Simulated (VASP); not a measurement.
Wanted: the native input for a VASP 6.6.1 run.

```
Task                   : dielectric tensor
Functional             : LDA
Potentials or basis    : VASP PAW LDA potentials, release 64 (In_d, O)
Cutoff                 : 520 eV
k mesh                 : 6 × 6 × 6
Occupations            : gaussian, width 0.02 eV
Spin                   : no spin polarisation
Ladder                 : free
Further INCAR settings : ALGO = Normal; EDIFF = 1e-08
```

The structure of In2O3 lies in POSCAR:

```
In2O3
1.0
    2.7435000000      1.5839604635      4.8366666667
   -2.7435000000      1.5839604635      4.8366666667
    0.0000000000     -3.1679209270      4.8366666667
In O
4 6
Direct
    0.8573100000      0.8573100000      0.8573100000
    0.6426900000      0.6426900000      0.6426900000
    0.1426900000      0.1426900000      0.1426900000
    0.3573100000      0.3573100000      0.3573100000
    0.0480000000      0.7500000000      0.4520000000
    0.7500000000      0.4520000000      0.0480000000
    0.4520000000      0.0480000000      0.7500000000
    0.9520000000      0.2500000000      0.5480000000
    0.2500000000      0.5480000000      0.9520000000
    0.5480000000      0.9520000000      0.2500000000
```

These files were run (other wordings do the same):

INCAR

```
ALGO = Normal ; EDIFF = 1E-8
ENCUT = 520 ; ISIF = 2
ISMEAR = 0 ; KPAR = 4
LASPH = T ; LCHARG = F
LEPSILON = T ; LREAL = F
LWAVE = F ; NELM = 100
PREC = Accurate ; SIGMA = 0.02
```

KPOINTS

```
k-points
0
Gamma
  6 6 6
```

Potentials or basis: VASP PAW LDA potentials, release 64 (In_d, O).

The run is started by

```console
$ cat potpaw_LDA.64/In_d/POTCAR potpaw_LDA.64/O/POTCAR > POTCAR
$ mpirun -np 4 vasp_std > vasp.out
```

It gave:

The band gap on the k mesh is 1.20 eV, indirect (least direct gap 1.25 eV). The electronic dielectric tensor (diagonal) is 5.07, 5.07, 4.87 and the born charges (mean of the diagonal) is In +3.31; O -2.20 e.

Caveat: spin-orbit coupling is left out, which moves the levels of the heavy elements.

Run time: 11 min on 4 MPI ranks on Intel(R) Xeon(R) Platinum 8559C (Emerald Rapids), on a shared host, peak memory 1 GiB a rank.
